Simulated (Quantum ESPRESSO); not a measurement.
The system is GaAs.

```
As Ga
1.0
     0.00000    2.82685    2.82685
     2.82685    0.00000    2.82685
     2.82685    2.82685    0.00000
As Ga
1 1
Direct
  0.75000 0.75000 0.75000
  0.00000 0.00000 0.00000
```

Base run:

* Program: Quantum ESPRESSO 7.5
* Functional: PBE
* Potentials or basis: PseudoDojo 0.4 FR PBE standard
* Cutoff: 1143 eV
* Density cutoff: 4572 eV
* k mesh: 8 × 8 × 8
* Occupations: fermi-dirac, width 0.05 eV
* Spin: spin-orbit coupling, no magnetisation

Its results: band gap on the k mesh 0.41 eV, direct; pressure 3.4 GPa.

Question: The run is repeated on the same cell with these changes: potentials or basis from PseudoDojo 0.4 FR PBE standard to PseudoDojo 0.4.1 SR PBE standard; spin from spin-orbit coupling, no magnetisation to no spin polarisation. What comes out?

Answer: Band gap on the k mesh 0.52 eV, direct; pressure 3.4 GPa.

Spin-orbit coupling splits the band edges, which narrows the gap.
